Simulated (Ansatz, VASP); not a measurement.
# W in VASP and in Ansatz

```
CELL_PARAMETERS angstrom
-1.59227 1.59227 1.59227
1.59227 -1.59227 1.59227
1.59227 1.59227 -1.59227
ATOMIC_POSITIONS crystal
W 0.00000 0.00000 0.00000
```

Alike in both runs: task electric field gradients; functional PBE; k mesh 14 × 14 × 14; occupations fermi-dirac, width 0.08 eV; no spin polarisation.

|  | VASP | Ansatz |
| --- | --- | --- |
| version | VASP 6.6.1 | Ansatz 0.2.0 |
| potentials or method | VASP PAW PBE potentials, release 64 (W_sv) | PAW with Ansatz's default frozen-core files, scalar-relativistic |
| plane-wave cutoff (eV) | 520 | 420 |
| valence electrons in the cell | 14 | 14 |

|  | VASP | Ansatz | Ansatz less VASP |
| --- | --- | --- | --- |
| pressure (GPa) | 0.5 | 0.0 | -0.50 |
| Vzz of the field gradient on the site that differs most (V/Å²) | 0.0 | 0.0 | 0.00 |

Ansatz warned: «gradients_without_spin_orbit».

Spin-orbit coupling is left out, which matters for the levels of W.
